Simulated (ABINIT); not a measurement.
InSe:

```xyz
4
Lattice="2.0000 1.1547 8.4400 -2.0000 1.1547 8.4400 0.0000 -2.3094 8.4400" Properties=species:S:1:pos:R:3 pbc="T T T"
In    0.0000    0.0000   22.4994
In    0.0000    0.0000    0.0000
Se    0.0000    0.0000    4.3525
Se    0.0000    0.0000    9.7102
```

Base run:

| Property | Result |
| --- | --- |
| Program | ABINIT 10.8.3 (patched build) |
| Functional | LDA |
| Potentials or basis | PseudoDojo NC SR LDA v0.4.1 standard |
| Cutoff | 1088 eV |
| k mesh | 6 × 6 × 6 |
| Occupations | fermi-dirac, width 0.05 eV |
| Spin | no spin polarisation |

Its results: band gap on the k mesh 0.21 eV, direct; pressure -1.6 GPa; largest force 0.236 eV/Å.

The run is repeated on the same cell with these changes: functional from LDA to PBEsol; potentials or basis from PseudoDojo NC SR LDA v0.4.1 standard to PseudoDojo NC SR PBEsol v0.4.1 standard; cutoff from 1088 eV to 1061 eV. What comes out?

Band gap on the k mesh 0.33 eV, direct; pressure 0.1 GPa; largest force 0.303 eV/Å.

Caveats: spin-orbit coupling is left out, which moves the levels of the heavy elements.

A k mesh can miss the band edges.

Not every run made on this cell is shown here.
